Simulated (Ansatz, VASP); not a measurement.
# InP: VASP beside Ansatz

One calculation is typed for both programs; each brings its own data sets. How far apart do they land? The structure shown is the end of the Ansatz relaxation below.

Main program and level: Ansatz 0.2.0; plane waves, with VASP 6.6.1 beside it; single point at r2SCAN.

## Step 1: The structure

The structure is tetragonal, space group I-4m2 (No. 119). The conventional cell has a = 4.223 Å, b = 4.223 Å, c = 5.730 Å, α = 90.00°, β = 90.00°, γ = 90.00°. P has 4 In at 2.55 Å nearest. In has 4 P at 2.55 Å nearest. Farther neighbours are not listed.

## Step 2: Ansatz: relaxation, r2SCAN

Ansatz runs on its PAW soft_1 files.

This run makes the geometry at which the two programs are then compared.

input.yaml reads:

```yaml
crystal:
  lattice:
    - [0.0, 2.9752191576, 2.8650601731]
    - [2.9752191576, 0.0, 2.8650601731]
    - [2.9752191576, 2.9752191576, 0.0]
  atoms:
    - { symbol: P, position: [0.75, 0.75, 0.75] }
    - { symbol: In, position: [0.0, 0.0, 0.0] }
  conventional_axes: [[-1, 1, 1], [1, -1, 1], [1, 1, -1]]
kpoints:
  mp_grid: { grid: [12, 12, 12] }
hamiltonian:
  xc: r2scan
  pseudopotentials: { kind: paw, azcp: { folder: soft_1 } }
scf:
  occupations: { method: gaussian, width: 0.02 }
output:
  forces: true
  stress: true
  eigenvalues: true
relax:
  adjacent_minimum: "off"
  f_tol: 0.001
  max_steps: 60
  cell: { stress_tol: 0.01, fix: [c, angles] }
```

Launch:

```
$ ansatz run input.yaml --threads 4 --pin off --max-ram 10240MiB --backend cpu --events-out ev --progress --plain --runs-dir out
```

Numbers of over 12 decimals in the logs are rounded to 6 here.

Log:

```text
Engine: ansatz 0.2.0, aarch64-unknown-linux-gnu
Pseudopotentials: kind: paw
Pseudopotential: P, paw, valence charge 5, recommended cutoff 500 eV (meta_gga), soft_1/P.paw.azcp
Pseudopotential: In, paw, valence charge 13, recommended cutoff 500 eV (meta_gga), soft_1/In.paw.azcp
Functional definition: r2SCAN
  parameter k0 = 0.174
  parameter k1 = 0.065
  parameter a1 = 4.9479
  exchange = r2scan_x(k0 = k0, k1 = k1, a1 = a1)
  correlation = r2scan_c
Crystal: 2 atoms, lattice volume = 50.723 Å³
Basis set: ecut = 500 eV, 1307 PW (Γ), exchange–correlation on 128×128×128 points (64 copies of the dense FFT grid, shifted against one another)
Bands: 13, of which v1, the nominal top of the filled ones, is band 9 counted from 1 (8 counted from 0)
Symmetry: 8 space group operations
Space group: I-4m2 (ITA 119), of the structure as read, at distance tolerance 3.7e-5 Å
k-points: 163 of 1728 (time reversal used)
Non-local potential: P, projectors of the file, l = 0: 2, l = 1: 2, l = 2: 1
Non-local potential: In, projectors of the file, l = 0: 2, l = 1: 2, l = 2: 2, l = 3: 1
PAW form: soft (Blöchl's): semilocal exchange-correlation on the pseudo side does not see the compensation charge
PAW frozen core: P, regenerated for the run's functional (the file was generated under x = pbe(κ = 0.804, μ = 0.219515), c = pbe(β = 0.066725))
PAW frozen core: In, regenerated for the run's functional (the file was generated under x = pbe(κ = 0.804, μ = 0.219515), c = pbe(β = 0.066725))
PAW one-centre angular grid: P, 302 points (default); XC on 160 Gauss nodes
PAW one-centre angular grid: In, 590 points (default); XC on 160 Gauss nodes
Initial density: superposition of atomic densities (chi_scale 0.1, normalization cell, long waves kept (reshape's long-wave potential 0.00 eV rms))
Initial wavefunctions: pseudopotential atomic-orbital guess
Functional: x = r2scan, c = r2scan; τ floored in thin density (d = 2e-4 eV/Å³)
SCF iter   1: F=—  HF=-6371.878152 eV  |F-HF|=—  |Δ(HF+E_count)|=         —  Δρ=3.56e-2  dr2=8.04e-1  dr2_τ=2.34e-2  ethr=3.10e-3  ⟨swp⟩=6.6  Hψ=15049  notcnv=0
preconditioner: auto → none  [insulator: Δε(μ)=1.114 eV  Ē_g=15.291 eV  σ=0.020 eV  W_gap=1.00  n_scr=14 (ndim 8)  ℏωp=22.1 eV  f_vac=0.000  D(μ)=0.00/eV (n_scr^D=0)  ε∞_Penn≈3.1]
SCF iter   2: F=—  HF=-6371.776581 eV  |F-HF|=—  |Δ(HF+E_count)|=   1.02e-1  Δρ=1.66e-2  dr2=8.53e-2  dr2_τ=1.94e-3  ethr=3.10e-3  ⟨swp⟩=3.1  Hψ=4795  notcnv=0
SCF iter   3: F=—  HF=-6371.791709 eV  |F-HF|=—  |Δ(HF+E_count)|=   1.51e-2  Δρ=5.91e-3  dr2=1.34e-2  dr2_τ=5.26e-4  ethr=4.74e-4  ⟨swp⟩=2.8  Hψ=3653  notcnv=0
SCF iter   4: F=—  HF=-6371.793019 eV  |F-HF|=—  |Δ(HF+E_count)|=   1.31e-3  Δρ=8.89e-4  dr2=3.31e-4  dr2_τ=1.10e-5  ethr=7.42e-5  ⟨swp⟩=3.4  Hψ=4297  notcnv=0
SCF iter   5: F=—  HF=-6371.792927 eV  |F-HF|=—  |Δ(HF+E_count)|=   9.29e-5  Δρ=1.72e-4  dr2=5.90e-6  dr2_τ=3.95e-7  ethr=1.84e-6  ⟨swp⟩=2.0  Hψ=3656  notcnv=0
SCF iter   6: F=—  HF=-6371.792929 eV  |F-HF|=—  |Δ(HF+E_count)|=   2.84e-6  Δρ=2.41e-5  dr2=3.98e-7  dr2_τ=4.89e-9  ethr=3.28e-8  ⟨swp⟩=3.0  Hψ=3812  notcnv=0
SCF iter   7: F=-6371.792929 eV  HF=-6371.792929 eV  |F-HF|=2.29e-9  |Δ(HF+E_count)|=   6.41e-8  Δρ=3.73e-6  dr2=7.71e-9  dr2_τ=9.41e-11  ethr=5.56e-10  ⟨swp⟩=7.0  Hψ=11320  notcnv=0
SCF 1 converged in 7 iterations: F = -6371.792929 eV  dr2 = 7.71e-9
  greatest PAW one-centre occupation: 0.981 electrons in one spin orbital (limit 2), on the In atom at site 1 (counted from 0), in its partial waves of l = 2
relax step   1: F+E_penalty+E_count = -6371.79292944 eV  Δ(F+E_penalty+E_count) = +0.000e0 eV  max|allowed force component| = 1.735e-16 eV/Å  Δτ_max = 0.0000 Å  P = +1.099 GPa  Ω = 50.723 Å³  fix = [c, alpha, beta, gamma]  reactions: c +2.119 GPa  (7 SCF iters, dr2 threshold 1.00e-7 eV, accepted)
[...]
relax step   2: F+E_penalty+E_count = -6371.79357821 eV  Δ(F+E_penalty+E_count) = -6.488e-4 eV  max|allowed force component| = 1.665e-16 eV/Å  Δτ_max = 0.0000 Å  P = +0.481 GPa  Ω = 51.155 Å³  energy of the carried Pulay correction = -2.287e-5 eV  fix = [c, alpha, beta, gamma]  reactions: c +1.615 GPa  (5 SCF iters, dr2 threshold 2.00e-7 eV, accepted)
[...]
relax step   3: F+E_penalty+E_count = -6371.79359620 eV  Δ(F+E_penalty+E_count) = -1.799e-5 eV  max|allowed force component| = 9.541e-18 eV/Å  Δτ_max = 0.0000 Å  P = +0.559 GPa  Ω = 51.099 Å³  energy of the carried Pulay correction = -1.995e-5 eV  fix = [c, alpha, beta, gamma]  reactions: c +1.678 GPa  (4 SCF iters, dr2 threshold 1.86e-8 eV, accepted)
[...]
relax step   4: F+E_penalty+E_count = -6371.79361600 eV  Δ(F+E_penalty+E_count) = -1.980e-5 eV  max|allowed force component| = 1.388e-17 eV/Å  Δτ_max = 0.0000 Å  P = +0.559 GPa  Ω = 51.099 Å³  fix = [c, alpha, beta, gamma]  reactions: c +1.679 GPa  stress off target by 5.51e-4 GPa on what of the cell is left free  SCF on the basis re-selected at this cell (its energy is not comparable with the rows above)  (7 SCF iters)
basis re-selected at this cell: Δ(F+E_penalty+E_count) = -1.980e-5 eV, ΔP = +0.000 GPa vs the last step (what re-selecting the basis moved, of the pressure what is left beyond the Pulay correction that the steps carried, after the strain that the cell walked since its last selection, with what the two solves' SCF thresholds leave and, on support functions, any second-order correction that the steps lacked; it is no m [...]
SCF converged after 7 iterations
Free energy (F): -6371.793616 eV
Harris-Foulkes:  -6371.793616 eV  (|F-HF|=0.00e0)
Internal energy: -6371.793616 eV  (E = F + TS)
E sigma→0 (E₀):  -6371.793616 eV
Fermi energy:    7.255125 eV
--- Per-component energies (eV) ---
  E_band       = -63.724095
  E_kinetic    = 287.052110
  E_local      = -1340.853500  (includes V_loc(G=0)·N_el)
  E_nonlocal   = 359.206310
  E_hartree    = 538.721663
  E_xc         = -199.265631
  E_vxc        = -159.344184  (∫ρ·V_xc dr)
  E_paw        = -4802.732932  (= ΣΔE_a)
  E_vpaw       = -296.587832  (= ΣTr[D̂ρ^β])
  E_aug_tail   = -0.000086  (compensation charges beyond the density's cutoff)
  E_vtau       = 9.359756  (kinetic-family band-sum trace: ∫τ·v_τ [+ j·A + Jᵃ·Aᵃ] dr)
  E_ewald      = -1214.796257
  E_core_change = 0.874707  (= ΣΔE_core)
  E_smearing   = -0.000000  (= −TS)
  E_closure    = 0.000000  (closes the sum)
  Σ components = -6371.793616   (vs F -6371.793616, Δ=0.00e0)
--- Forces (eV/Å), atoms counted from 1 ---
  atom   1  P      0.00000000    -0.00000000     0.00000000
  atom   2  In     0.00000000    -0.00000000     0.00000000
  max |Σ_I F_I| component: 3.30e-17 eV/Å
--- Stress (GPa, compression-positive) ---
       -0.000551       0.000000      -0.000000
        0.000000      -0.000551       0.000000
       -0.000000       0.000000       1.678504
  P = ⅓ Tr σ = 0.5591 GPa (5.591 kbar)
--- Band table (eV; the first three rows and the last of 163) ---
  k-point 0: bands = [... 5 lower, -5.2290, 6.5963, 6.5963, 6.7851, 7.7252, 11.0501, 11.1200, 11.1200]
  k-point 1: bands = [... 5 lower, -5.1467, 5.7950, 6.5022, 6.6457, 8.3333, 11.0793, 11.2504, 11.2594]
  k-point 2: bands = [... 5 lower, -4.9073, 4.4996, 6.2699, 6.4400, 8.7839, 11.3809, 11.5357, 11.6683]
  k-point 162: bands = [... 5 lower, -2.7209, 1.0299, 4.1484, 4.1484, 8.5432, 8.9385, 16.7070, 16.8097]
--- Relaxed structure (3 steps of the walk, 3 accepted, 1 SCFs on fresh bases) ---
  F+E_penalty+E_count = -6371.79361600 eV   max|allowed force component| = 1.388e-17 eV/Å   (the final SCF, on the basis selected at the relaxed cell)
  cell:  # Å, volume = 51.0991 Å³
    - [0, 2.986241, 2.8650601731]
    - [2.986241, 0, 2.8650601731]
    - [2.986241, 2.986241, 0]
  atoms:
    - { symbol: P, position: [0.75, 0.75, 0.75] }
    - { symbol: In, position: [0, 0, 0] }
```

## Step 3: VASP: single point, r2SCAN, pair 1

The same cell, functional, mesh and smearing now go to VASP, with its own data sets.

Lines of VASP's logs that name or quote its potential files are left out, and so is its time.

INCAR reads:

```
SYSTEM = InP
PREC = Accurate
ENCUT = 550
EDIFF = 1E-06
NELM = 120
ISMEAR = 0
SIGMA = 0.02
LREAL = .FALSE.
ALGO = Normal
METAGGA = R2SCAN
LASPH = .TRUE.
NBANDS = 15
LORBIT = 11
LWAVE = .FALSE.
LCHARG = .FALSE.
ISIF = 2
GGA_COMPAT = .FALSE.
EFERMI = MIDGAP
LMIXTAU = .TRUE.
KPAR = 2
```

POSCAR reads:

```
InP
1.0
    0.0000000000      2.9862408601      2.8650601731
    2.9862408601      0.0000000000      2.8650601731
    2.9862408601      2.9862408601      0.0000000000
P In
1 1
Direct
    0.7500000000      0.7500000000      0.7500000000
    0.0000000000      0.0000000000      0.0000000000
```

KPOINTS reads:

```
Automatic mesh
0
Gamma
12 12 12
0 0 0
```

PAW data sets: P and In_d (PBE family, release 64).

Launch:

```
$ mpirun -np 2 vasp_std
```

Log:

```text
[banner, memory and clock lines left out]
running    2 mpi-ranks, on    1 nodes
 distrk:  each k-point on    1 cores,    2 groups
 distr:  one band on    1 cores,    1 groups

 POSCAR found type information on POSCAR P In
 POSCAR found :  2 types and       2 ions
|                                                                             |
|               ----> ADVICE to this user running VASP <----                  |
|                                                                             |
|     You enforced a specific xc type in the INCAR file but a different       |
|     [... a line on the potential file left out ...]
|     I HOPE YOU KNOW WHAT YOU ARE DOING!                                     |
|                                                                             |

 LDA part: xc-table for (None), standard interpolation
 POSCAR, INCAR and KPOINTS ok, starting setup
 FFT: planning ... GRIDC
 FFT: planning ... GRID_SOFT
 FFT: planning ... GRID
 WAVECAR not read
 entering main loop
       N       E                     dE             d eps       ncg     rms          rms(c)
DAV:   1     0.913994951700E+02    0.91399E+02   -0.89547E+03  4911   0.141E+03
DAV:   2    -0.275697697398E+02   -0.11897E+03   -0.11417E+03  5366   0.325E+02
DAV:   3    -0.356655189588E+02   -0.80957E+01   -0.80520E+01  6479   0.842E+01
DAV:   4    -0.358878640588E+02   -0.22235E+00   -0.22227E+00  6266   0.148E+01
DAV:   5    -0.358984517737E+02   -0.10588E-01   -0.10587E-01  7549   0.274E+00    0.734E+00
DAV:   6    -0.322782746834E+02    0.36202E+01   -0.21041E+00  6080   0.337E+01    0.396E+00
DAV:   7    -0.322985846473E+02   -0.20310E-01   -0.65165E-01  5590   0.112E+01    0.237E+00
DAV:   8    -0.322202291709E+02    0.78355E-01   -0.33199E-01  4981   0.708E+00    0.134E+00
DAV:   9    -0.322392144374E+02   -0.18985E-01   -0.27802E-01  4918   0.532E+00    0.548E-01
DAV:  10    -0.321935757016E+02    0.45639E-01   -0.39328E-02  4890   0.199E+00    0.210E-01
DAV:  11    -0.322898138020E+02   -0.96238E-01   -0.61902E-02  4890   0.232E+00    0.168E-01
DAV:  12    -0.322881878691E+02    0.16259E-02   -0.22255E-03  6946   0.531E-01    0.752E-02
DAV:  13    -0.322908915790E+02   -0.27037E-02   -0.15617E-03  5121   0.407E-01    0.636E-02
DAV:  14    -0.322903406758E+02    0.55090E-03   -0.26772E-04  5597   0.215E-01    0.383E-02
DAV:  15    -0.322909052140E+02   -0.56454E-03   -0.26504E-04  4967   0.199E-01    0.198E-02
DAV:  16    -0.322909222580E+02   -0.17044E-04   -0.15635E-05  6395   0.406E-02    0.152E-02
DAV:  17    -0.322909228130E+02   -0.55494E-06   -0.59454E-07  4724   0.707E-03
   1 F= -.32290923E+02 E0= -.32290923E+02  d E =0.000000E+00
```

OUTCAR, selected parts (step 3):

```text
ion  position               nearest neighbor table
   1  0.750  0.750  0.750-   2 2.55   2 2.55   2 2.55   2 2.55
   2  0.000  0.000  0.000-   1 2.55   1 2.55   1 2.55   1 2.55

  LATTYP: Found a body centered tetragonal cell.
 ALAT       =     4.2231823249
 C/A-ratio  =     1.3568252340

 Subroutine GETGRP returns: Found  8 space group operations
 (whereof  8 operations were pure point group operations)

The static configuration has the point symmetry D_2d.

 Found    163 irreducible k-points:

   k-points           NKPTS =    163   k-points in BZ     NKDIM =    163   number of bands    NBANDS=     15

   dimension x,y,z NGX =    32 NGY =   32 NGZ =   32
   dimension x,y,z NGXF=    64 NGYF=   64 NGZF=   64

   ENCUT  =  550.0 eV  40.42 Ry    6.36 a.u.   7.91  7.91  8.08*2*pi/ulx,y,z

   NELECT =      18.0000    total number of electrons

 k-points in reciprocal lattice and weights: Automatic mesh
   0.00000000  0.00000000  0.00000000       0.001
   0.08333333 -0.00000000  0.00000000       0.005
   0.16666667  0.00000000  0.00000000       0.005
   0.25000000  0.00000000  0.00000000       0.005
   0.33333333  0.00000000  0.00000000       0.005
   0.41666667 -0.00000000  0.00000000       0.005
   0.50000000  0.00000000  0.00000000       0.002
   0.08333333  0.08333333  0.00000000       0.001
   0.16666667  0.08333333  0.00000000       0.005
[...]
-0.33333333  0.16666667  0.50000000       0.002
  -0.25000000  0.25000000  0.50000000       0.001

 average (electrostatic) potential at core
       1 -85.8939       2-101.3768

 E-fermi :   5.4455

 k-point     1 :       0.0000    0.0000    0.0000
  band No.  band energies     occupation
    ...
      5      -9.6070      2.00000
      6      -7.0436      2.00000
      7       4.7821      2.00000
      8       4.7821      2.00000
      9       4.9717      2.00000
     10       5.9194      0.00000
     11       9.2501      0.00000
     12       9.3219      0.00000
     13       9.3219      0.00000
     14      13.8785      0.00000
    ...

 k-point     2 :       0.0833   -0.0000    0.0000
  band No.  band energies     occupation
    ...
      5      -9.6067      2.00000
      6      -6.9611      2.00000
      7       3.9826      2.00000
      8       4.6880      2.00000
      9       4.8322      2.00000
     10       6.5268      0.00000
     11       9.2781      0.00000
     12       9.4526      0.00000
     13       9.4605      0.00000
     14      14.0888      0.00000
    ...

 k-point     3 :       0.1667    0.0000    0.0000
  band No.  band energies     occupation
    ...
      5      -9.6053      2.00000
      6      -6.7210      2.00000
      7       2.6873      2.00000
      8       4.4558      2.00000
      9       4.6265      2.00000
     10       6.9788      0.00000
     11       9.5778      0.00000
     12       9.7385      0.00000
     13       9.8679      0.00000
     14      13.7156      0.00000
    ...

  Total       -0.0385031     -0.0385031      0.5028187      0.0000000      0.0000000      0.0000000
  in kB       -1.2072394     -1.2072394     15.7655302      0.0000000      0.0000000      0.0000000
  external PRESSURE =       4.4503505 kB  Pullay stress =       0.0000000 kB

  energy-cutoff  :      550.00
  volume of cell :       51.10
      direct lattice vectors                 reciprocal lattice vectors
     0.000000000  2.986240860  2.865060173    -0.167434585  0.167434585  0.174516404
     2.986240860  0.000000000  2.865060173     0.167434585 -0.167434585  0.174516404
     2.986240860  2.986240860  0.000000000     0.167434585  0.167434585 -0.174516404

 POSITION                                       TOTAL-FORCE (eV/Angst)
 -----------------------------------------------------------------------------------
      4.47936      4.47936      4.29759         0.000000      0.000000     -0.000000
      0.00000      0.00000      0.00000         0.000000      0.000000      0.000000
 -----------------------------------------------------------------------------------
    total drift:                                0.000000      0.000000      0.000001

  FREE ENERGIE OF THE ION-ELECTRON SYSTEM (eV)
  ---------------------------------------------------
  free  energy   TOTEN  =       -32.2909228130 eV

  energy  without entropy=      -32.2909228130  energy(sigma->0) =      -32.29092281

 total charge
# of ion       s       p       d       tot
------------------------------------------
    1        1.018   1.508   0.000   2.526
    2        0.817   0.787   9.901  11.505
--------------------------------------------------
tot          1.835   2.295   9.901  14.031

[... 3 further parts left out ...]
```

The run ends at a pressure of 0.45 GPa.

## Step 4: Differences

Known differences besides the potentials themselves: VASP keeps PBE cores, Ansatz makes them for the functional; the cutoff is 500 eV in Ansatz and 550 eV in VASP; Ansatz's pressure holds a Pulay correction, VASP's none. Total energies have different zeros and are not compared.

Both answers:

```
              quantity  Ansatz   VASP  difference
        pressure (GPa)    0.56   0.45       +0.11
gap on the k mesh (eV)   0.940  0.948      -0.008
```

A gap on the mesh is an upper bound, since the band edges may lie between its points.

## Step 5: Ansatz: relaxation, r2SCAN

This run makes the geometry at which the two programs are then compared. The cell compared in this pair holds 51.39 Å³, against 51.10 Å³ for the pair before.

The structure compared here is the end of the Ansatz relaxation.

input.yaml: that of step 2 with these lines changed.

```diff
@@ -2,5 +2,5 @@
   lattice:
-    - [0.0, 2.9752191576, 2.8650601731]
-    - [2.9752191576, 0.0, 2.8650601731]
-    - [2.9752191576, 2.9752191576, 0.0]
+    - [0.0, 2.9536702815, 2.9241335787]
+    - [2.9536702815, 0.0, 2.9241335787]
+    - [2.9536702815, 2.9536702815, 0.0]
   atoms:
```

Launch:

```
$ ansatz run input.yaml --threads 4 --pin off --max-ram 10240MiB --backend cpu --events-out ev --progress --plain --runs-dir out
```

Log:

```text
[...]
Crystal: 2 atoms, lattice volume = 51.021 Å³
Basis set: ecut = 500 eV, 1283 PW (Γ), exchange–correlation on 128×128×128 points (64 copies of the dense FFT grid, shifted against one another)
Bands: 13, of which v1, the nominal top of the filled ones, is band 9 counted from 1 (8 counted from 0)
Symmetry: 8 space group operations
[...]
k-point 162: bands = [... 5 lower, -2.8477, 0.8624, 4.1974, 4.1974, 8.5769, 9.0389, 16.4173, 16.7202]
--- Relaxed structure (3 steps of the walk, 3 accepted, 1 SCFs on fresh bases) ---
[...]
cell:  # Å, volume = 51.3932 Å³
    - [0, 2.964418, 2.9241335787]
    - [2.964418, 0, 2.9241335787]
    - [2.964418, 2.964418, 0]
  atoms:
    - { symbol: P, position: [0.75, 0.75, 0.750000] }
    - { symbol: In, position: [0, 0, 0] }
[key lines of the parts left out:]
SCF converged after 7 iterations
Free energy (F): -6371.801095 eV
Fermi energy:    7.129227 eV
P = ⅓ Tr σ = 0.1967 GPa (1.967 kbar)
```

(Continued in part 2 of 2.)

[Lines on the potential files, build, host, timing and source positions are cut from VASP's logs without a mark.]

[Logs are printed without paths, hosts, clocks, repeated set-up lines and the standing remarks that a program may print on its own settings, such as how far it seeks lower states.]

[Hosts, paths, dates, database ids (printed as entryN), source tags and the programs' standing remarks are cut or masked in the printed files.]
